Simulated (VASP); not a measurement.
Set up this calculation in VASP 6.6.1, as the native input.

```yaml
Task: single point
Functional: LDA
Potentials_or_basis: VASP PAW LDA potentials, release 64 (Mn_pv, O)
Cutoff: 520 eV
k_mesh: 7 × 7 × 7
Occupations: gaussian, width 0.05 eV
Spin: collinear spin, zero start
Starting_moments: "[0.0, 0.0] μB"
Hubbard_terms: Mn d U = 5 eV
Further_INCAR_settings: ALGO = Normal; EDIFF = 1e-06
```

The structure of MnO lies in POSCAR:

```
MnO
1.0
    0.0000000000      2.2220003300      2.2220003300
    2.2220003300      0.0000000000      2.2220003300
    2.2220003300      2.2220003300      0.0000000000
Mn O
1 1
Direct
    0.0000000000      0.0000000000      0.0000000000
    0.5000000000      0.5000000000      0.5000000000
```

One way to write it, as run:

INCAR

```
  PREC = Accurate
  ENCUT = 520
  EDIFF = 1E-6
  ISMEAR = 0
  SIGMA = 0.05
  LREAL = F
  LASPH = T
  NELM = 150
  ALGO = Normal
  ISIF = 2
  LWAVE = F
  LCHARG = T
  ISPIN = 2
  MAGMOM = 0 0
  LORBIT = 11
  LMAXMIX = 4
  LDAU = T
  LDAUTYPE = 2
  LDAUL = 2 -1
  LDAUU = 5 0
  LDAUJ = 0 0
  LDAUPRINT = 1
  LELF = T
  LVHAR = T
```

KPOINTS

```
Automatic mesh
0
Gamma
  7 7 7
```

Potentials or basis: VASP PAW LDA potentials, release 64 (Mn_pv, O).

Command:

```console
$ cat potpaw_LDA.64/Mn_pv/POTCAR potpaw_LDA.64/O/POTCAR > POTCAR
$ mpirun -np 1 vasp_std > vasp.out
```

It gave:

| Quantity | Value |
| --- | --- |
| Pressure | -38.9 GPa |
| Band gap on the k mesh | none (metal or under the smearing width) |
| Net moment | 1.00 μB per cell |
| Site moments | Mn +1.01; O +0.00 μB |
| Valence electrons inside the program's atomic spheres | Mn 11.38; O 4.92 |

Caveat: a pressure of tens of GPa on the cell as given is suspect, and the run, the potentials or the cell itself is likely at fault; a cell with one magnetic atom can't hold antiferromagnetic order, which such compounds often take.

Wall time 8.1 s on 1 thread of Intel(R) Xeon(R) Platinum 8559C (Emerald Rapids), on a shared host, peak memory 0.13 GiB.
